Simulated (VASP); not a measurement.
# CsBr (Pm-3m) in VASP: further runs, part 2 of 2

VASP 6.6.1. The steps go on from the part before.

## (3) Relaxation of cell and atoms, PBE

This run uses another cell than the first one, of 40.47 Å³/atom, 0.959 times its volume.

Contents of INCAR:

```
ALGO = Normal ; EDIFF = 1E-6
EDIFFG = -0.01 ; ENCUT = 600
GGA = PE ; IBRION = 2
ISIF = 3 ; ISMEAR = 0
LASPH = T ; LCHARG = F
LREAL = F ; LWAVE = F
NELM = 100 ; NSW = 100
PREC = Accurate ; SIGMA = 0.02
```

Contents of KPOINTS:

```
k-points
0
Gamma
  6 6 6
```

Contents of POSCAR:

```
CsBr
1.0
    4.3256220800      0.0000000000      0.0000000000
    0.0000000000      4.3256220800      0.0000000000
    0.0000000000      0.0000000000      4.3256220800
Cs Br
1 1
Direct
    0.0000000000      0.0000000000      0.0000000000
    0.5000000000      0.5000000000      0.5000000000
```

Potentials or basis: VASP PAW PBE potentials, release 64 (Cs_sv, Br).

The run is started by

```console
cat potpaw_PBE.64/Cs_sv/POTCAR potpaw_PBE.64/Br/POTCAR > POTCAR
mpirun -np 1 vasp_std > vasp.out
```

OUTCAR:

```text
EDIFF = 1E-6
   EDIFFG = -0.01
   ENCUT = 600
   GGA = PE
   IBRION = 2
   ISIF = 3
   ISMEAR = 0
   LASPH = T
   LREAL = F
   NELM = 100
   NSW = 100
   PREC = Accurate

 ion  position               nearest neighbor table
   1  0.000  0.000  0.000-
   2  0.500  0.500  0.500-

  LATTYP: Found a simple cubic cell.
 ALAT       =     4.3256220800

  Lattice vectors:

 A1 = (   4.3256220800,   0.0000000000,   0.0000000000)
 A2 = (   0.0000000000,   4.3256220800,   0.0000000000)
 A3 = (   0.0000000000,   0.0000000000,   4.3256220800)

Analysis of symmetry for initial positions (statically):
=====================================================================
 Subroutine PRICEL returns:
 Original cell was already a primitive cell.

 Routine SETGRP: Setting up the symmetry group for a
 simple cubic supercell.

 Subroutine GETGRP returns: Found 48 space group operations
 (whereof 48 operations were pure point group operations)
 out of a pool of 48 trial point group operations.

The static configuration has the point symmetry O_h .

Analysis of symmetry for dynamics (positions and initial velocities):
=====================================================================
 Subroutine PRICEL returns:
 Original cell was already a primitive cell.

 Routine SETGRP: Setting up the symmetry group for a
 simple cubic supercell.

 Subroutine GETGRP returns: Found 48 space group operations
 (whereof 48 operations were pure point group operations)
 out of a pool of 48 trial point group operations.

The dynamic configuration has the point symmetry O_h .

 Subroutine INISYM returns: Found 48 space group operations
 (whereof 48 operations are pure point group operations),
 and found     1 'primitive' translations

----------------------------------------------------------------------------------------

                                     Primitive cell

  volume of cell :      80.9367

  direct lattice vectors                    reciprocal lattice vectors
     4.325622080  0.000000000  0.000000000     0.231180621  0.000000000  0.000000000
     0.000000000  4.325622080  0.000000000     0.000000000  0.231180621  0.000000000
     0.000000000  0.000000000  4.325622080     0.000000000  0.000000000  0.231180621

  length of vectors
     4.325622080  4.325622080  4.325622080     0.231180621  0.231180621  0.231180621

  position of ions in fractional coordinates (direct lattice)
     0.000000000  0.000000000  0.000000000
     0.500000000  0.500000000  0.500000000

  ion indices of the primitive-cell ions
   primitive index   ion index
                 1           1
                 2           2

----------------------------------------------------------------------------------------

 KPOINTS: k-points

Automatic generation of k-mesh.
 Grid dimensions read from file:
 generate k-points for:    6    6    6

 Generating k-lattice:

  Cartesian coordinates                     Fractional coordinates (reciprocal lattice)
     0.038530104  0.000000000  0.000000000     0.166666667  0.000000000  0.000000000
     0.000000000  0.038530104  0.000000000     0.000000000  0.166666667  0.000000000
     0.000000000  0.000000000  0.038530104     0.000000000  0.000000000  0.166666667

  Length of vectors
     0.038530104  0.038530104  0.038530104

  Shift w.r.t. Gamma in fractional coordinates (k-lattice)
     0.000000000  0.000000000  0.000000000

 Subroutine IBZKPT returns following result:
 ===========================================

 Found     20 irreducible k-points:

 Following reciprocal coordinates:
            Coordinates               Weight
  0.000000  0.000000  0.000000      1.000000
  0.166667  0.000000  0.000000      6.000000
  0.333333  0.000000  0.000000      6.000000
  0.500000  0.000000  0.000000      3.000000
  0.166667  0.166667  0.000000     12.000000
  0.333333  0.166667  0.000000     24.000000
[... 12 lines left out ...]
  0.500000  0.500000  0.333333      6.000000
  0.500000  0.500000  0.500000      1.000000
   k-points           NKPTS =     20   k-points in BZ     NKDIM =     20   number of bands    NBANDS=     12
   number of dos      NEDOS =    301   number of ions     NIONS =      2
   total plane-waves  NPLWV =  46656
   dimension x,y,z NGX =    36 NGY =   36 NGZ =   36
   dimension x,y,z NGXF=    72 NGYF=   72 NGZF=   72
   ions per type =               1   1
   NGX,Y,Z   is equivalent  to a cutoff of  13.84, 13.84, 13.84 a.u.
   NGXF,Y,Z  is equivalent  to a cutoff of  27.67, 27.67, 27.67 a.u.
 SYSTEM =  unknown system
   PREC   = accura    normal or accurate (medium, high low for compatibility)
   ISTART =      0    job   : 0-new  1-cont  2-samecut
   ICHARG =      2    charge: 1-file 2-atom 10-const
   ISPIN  =      1    spin polarized calculation?
   LNONCOLLINEAR =      F non collinear calculations
   LSORBIT =      F    spin-orbit coupling
   LASPH  =      T    aspherical Exc in radial PAW
   ENCUT  =  600.0 eV  44.10 Ry    6.64 a.u.   8.64  8.64  8.64*2*pi/ulx,y,z
   NELM   =    100;   NELMIN=  2; NELMDL= -5     # of ELM steps
   EDIFF  = 0.1E-05   stopping-criterion for ELM
   LREAL  =      F    real-space projection
   EDIFFG = -.1E-01   stopping-criterion for IOM
   NSW    =    100    number of steps for IOM
   IBRION =      2    ionic relax: 0-MD 1-quasi-New 2-CG
   NFREE  =      1    steps in history (QN), initial steepest desc. (CG)
   ISIF   =      3    stress and relaxation
   ISYM   =      2    0-nonsym 1-usesym 2-fastsym
   POTIM  = 0.5000    time-step for ionic-motion
   TEBEG  =    0.0;   TEEND  =   0.0 temperature during run
   PSTRESS=    0.0 pullay stress
   NELECT =      16.0000    total number of electrons
   NUPDOWN=      -1.0000    fix difference up-down
   EMIN   =  10.00;   EMAX   =-10.00  energy-range for DOS
   EFERMI =   0.00;   METHOD = LEGACY
   ISMEAR =     0;   SIGMA  =   0.02  broadening in eV -4-tet -1-fermi 0-gaus
   EFERMI_NEDOS =   21; number of points for ismear=-14 and -15
   IALGO  =     38    algorithm
   IMIX   =      4    mixing-type and parameters
     AMIX     =   0.40;   BMIX     =  1.00
     AMIX_MAG =   1.60;   BMIX_MAG =  1.00
  volume/ion in A,a.u.               =      40.47       273.09
  Fermi-wavevector in a.u.,A,eV,Ry     =   0.953673  1.802181 12.374398  0.909493
  Thomas-Fermi vector in A             =   2.082350
   LORBIT       =      0    0 simple, 1 ext, 2 COOP (PROOUT), +10 PAW based schemes
   GGA     = PE    functional components
   LHFCALC =     F    Hartree Fock is set to
   AEXX    =    0.0000 exact exchange contribution
   IVDW    =     0    specifies the selected vdW correction
   LEPSILON=     F    determine dielectric tensor
   LRPA    =     F    only Hartree local field effects (RPA)
 conjugate gradient relaxation of ions
 non-spin polarized calculation
 Gauss-broadening in eV      SIGMA  =   0.02
  energy-cutoff  :      600.00
  volume of cell :       80.94
 maximum number of plane-waves:      2730
 NGX is ok and might be reduce to    36
   NGX = 17   NGY = 17   NGZ = 17

--------------------------------------- Ionic step        1  -------------------------------------------

 number of electron      16.0000003 magnetization

 Free energy of the ion-electron system (eV)
  ---------------------------------------------------
  ext. energy  EPLUGINS =         0.00000000
  ---------------------------------------------------
  free energy    TOTEN  =        -6.01655745 eV

  energy without entropy =       -6.01655745  energy(sigma->0) =       -6.01655745

------------------------ aborting loop because EDIFF is reached ----------------------------------------

  FORCE on cell =-STRESS in cart. coord.  units (eV):
  Direction    XX          YY          ZZ          XY          YZ          ZX
  --------------------------------------------------------------------------------------
  -------------------------------------------------------------------------------------
  Total        0.3287331      0.3287331      0.3287331     -0.0000000     -0.0000000      0.0000000
  in kB        6.5074124      6.5074124      6.5074124     -0.0000000     -0.0000000      0.0000000
  external PRESSURE =       6.5074124 kB  Pullay stress =       0.0000000 kB
[... 93 lines left out ...]
  energy  without entropy=       -6.0239622146  energy(sigma->0) =       -6.02396221

--------------------------------------- Ionic step        4  -------------------------------------------

 number of electron      16.0000002 magnetization

 Free energy of the ion-electron system (eV)
  ---------------------------------------------------
  ext. energy  EPLUGINS =         0.00000000
  ---------------------------------------------------
  free energy    TOTEN  =        -6.02411234 eV

  energy without entropy =       -6.02411234  energy(sigma->0) =       -6.02411234

 E-fermi :  -0.5302     XC(G=0):  -7.7520

 val. band max:       -0.6356377065   @ k =   0.5000   0.5000   0.0000
 cond. band min:       3.5998951023   @ k =   0.0000   0.0000   0.0000
 fundamental gap:      4.2355328087
 Fermi energy:        -0.5302357841

 k-point     1 :       0.0000    0.0000    0.0000
  band No.  band energies     occupation
      1     -20.5371      2.00000
      2     -12.9270      2.00000
      3      -7.1582      2.00000
      4      -7.1582      2.00000
      5      -7.1582      2.00000
      6      -0.6598      2.00000
      7      -0.6598      2.00000
      8      -0.6598      2.00000
      9       3.5999      0.00000
     10       4.3308      0.00000
     11       4.3308      0.00000
     12       8.2394      0.00000
[... 312 lines left out ...]
  FREE ENERGIE OF THE ION-ELECTRON SYSTEM (eV)
  ---------------------------------------------------
  free  energy   TOTEN  =        -6.0241123419 eV

  energy  without entropy=       -6.0241123419  energy(sigma->0) =       -6.02411234

 reached required accuracy - stopping structural energy minimisation
```

Wall time 21 s (1 thread of Intel Xeon 6975P-C (Granite Rapids), shared host); peak memory 0.22 GiB.

Results:

```
Free energy                            : -6.0241 eV
Relaxed volume                         : 42.37 Å³/atom
Relaxed cell                           : a = 4.392 Å, b = 4.392 Å, c = 4.392 Å, α = 90.00°, β = 90.00°, γ = 90.00°
Space group after relaxing (to 0.05 Å) : Pm-3m (No. 221)
Energy gained by relaxing              : 3.8 meV/atom
Ionic steps                            : 4
Pressure after relaxing                : 0.0 GPa
Band gap on the k mesh                 : 4.24 eV, indirect (least direct gap 4.26 eV)
```

The path:
| step | energy change (eV) | largest force (eV/Å) | pressure (GPa) | volume (Å³) |
| --- | --- | --- | --- | --- |
| 1 | 0.0000 | 0.0000 | 0.65 | 80.94 |
| 2 | -0.0057 | 0.0000 | 0.29 | 82.88 |
| 3 | -0.0074 | 0.0000 | 0.07 | 84.26 |
| 4 | -0.0076 | 0.0000 | 0.00 | 84.74 |

Final structure:
```cif
data_structure
_symmetry_space_group_name_H-M 'P 1'
_symmetry_Int_Tables_number 1
_cell_length_a 4.3923
_cell_length_b 4.3923
_cell_length_c 4.3923
_cell_angle_alpha 90.000
_cell_angle_beta 90.000
_cell_angle_gamma 90.000
_cell_volume 84.74
loop_
_atom_site_label
_atom_site_type_symbol
_atom_site_fract_x
_atom_site_fract_y
_atom_site_fract_z
_atom_site_occupancy
Cs1 Cs 0.00000 0.00000 0.00000 1
Br1 Br 0.50000 0.50000 0.50000 1
```

Levels at points of the mesh, in eV from the valence-band top:
```csv
k point,band 6,band 7,band 8,band 9,band 10,band 11
"(0.00, 0.00, 0.00)",-0.02,-0.02,-0.02,4.24,4.97,4.97
"(0.50, 0.00, 0.00)",-1.19,-0.18,-0.18,5.89,6.94,7.35
"(0.50, 0.50, 0.00)",-0.56,-0.56,0.00,5.20,5.43,7.14
"(0.50, 0.50, 0.50)",-1.03,-1.03,-1.03,7.98,7.98,7.98
```

Caveat: spin-orbit coupling is left out, which moves the levels of the heavy elements. A k mesh can miss the band edges.

## (4) Single point, PBE

This run uses another cell than the first one, of 40.47 Å³/atom, 0.959 times its volume.

Contents of INCAR:

```
SYSTEM = CsBr
PREC = Accurate ; ENCUT = 520
EDIFF = 1E-6 ; ISMEAR = 0
SIGMA = 0.1 ; LREAL = .False.
LASPH = .True. ; NELM = 100
ALGO = Normal ; ISIF = 2
LWAVE = .False. ; LCHARG = .True.
GGA = PE ; LELF = .True.
LVHAR = .True. ; NBANDS = 15
```

Contents of KPOINTS:

```
Automatic mesh
0
Gamma
  4 4 4
  0 0 0
```

POSCAR is that of step 3.

The run is started by

```console
cat potpaw_PBE.64/Cs_sv/POTCAR potpaw_PBE.64/Br/POTCAR > POTCAR
mpirun -np 1 vasp_std > vasp.out
```

Run time: 4.7 s. Hardware: 1 thread of Intel Xeon 6975P-C (Granite Rapids), shared host; peak memory 0.17 GiB.

The run converged. Its results:

```
Free energy            : -6.0156 eV
Pressure               : 0.7 GPa
Band gap on the k mesh : 4.41 eV, indirect (least direct gap 4.42 eV)
```

Levels at points of the mesh, in eV from the valence-band top:
| k point | band 6 | band 7 | band 8 | band 9 | band 10 | band 11 |
| --- | --- | --- | --- | --- | --- | --- |
| (0.00, 0.00, 0.00) | -0.01 | -0.01 | -0.01 | 4.41 | 4.94 | 4.94 |
| (0.50, 0.00, 0.00) | -1.27 | -0.20 | -0.20 | 5.91 | 7.17 | 7.61 |
| (0.50, 0.50, 0.00) | -0.57 | -0.57 | 0.00 | 5.24 | 5.48 | 7.20 |
| (0.50, 0.50, 0.50) | -1.12 | -1.12 | -1.12 | 8.19 | 8.19 | 8.19 |

Caveat: spin-orbit coupling is left out, which moves the levels of the heavy elements.

## (5) The runs side by side

```tsv
task	cell	k mesh	cutoff (eV)	smearing	gap on the mesh (eV)	pressure (GPa)
single point	Pm-3m, 42.2 Å³/atom	6 × 6 × 6	520	gaussian 0.02 eV	4.25	0.1
relaxation of cell and atoms	relaxed	6 × 6 × 6	600	gaussian 0.02 eV	4.24	0.0
single point	Pm-3m, 40.47 Å³/atom	4 × 4 × 4	520	gaussian 0.1 eV	4.41	0.7
```

Alike in all rows: level PBE; potentials or basis VASP PAW PBE potentials, release 64 (Cs_sv, Br); no spin polarisation.

Caveats: spin-orbit coupling is left out, which moves the levels of the heavy elements.

Absolute energies hang on the potentials; compare differences alone.
